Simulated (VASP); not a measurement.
A run of VASP 6.6.1 is set up as follows.

The input INCAR:

```
PREC = Accurate
ENCUT = 600
EDIFF = 1E-7
ISMEAR = 0
SIGMA = 0.1
LREAL = F
LASPH = T
NELM = 60
ALGO = Normal
ISIF = 3
LWAVE = F
LCHARG = F
GGA = RP
IBRION = 2
NSW = 90
EDIFFG = -0.005
```

KPOINTS

```
Automatic mesh
0
Gamma
  14 10 10
```

Contents of POSCAR:

```
Sb
1.0
    3.1224020000      0.0000000000      0.0000000000
    0.0000000000      4.3475180000      0.0000000000
   -0.0389150000      0.0000000000      4.4058520000
Sb
2
Direct
    0.9886110000      0.7500000000      0.7588340000
    0.0113890000      0.2500000000      0.2411660000
```

Potentials or basis: VASP PAW PBE potentials, release 64 (Sb).

Launch:

```console
$ cat potpaw_PBE.64/Sb/POTCAR > POTCAR
$ mpirun -np 1 vasp_std > vasp.out
```

(1) Predict the band gap on the k mesh.

(2) Estimate the relaxed cell.

Results:

(1) none (metal or under the smearing width).

(2) a = 3.133 Å, b = 4.429 Å, c = 4.429 Å, α = 90.00°, β = 90.04°, γ = 90.00°.
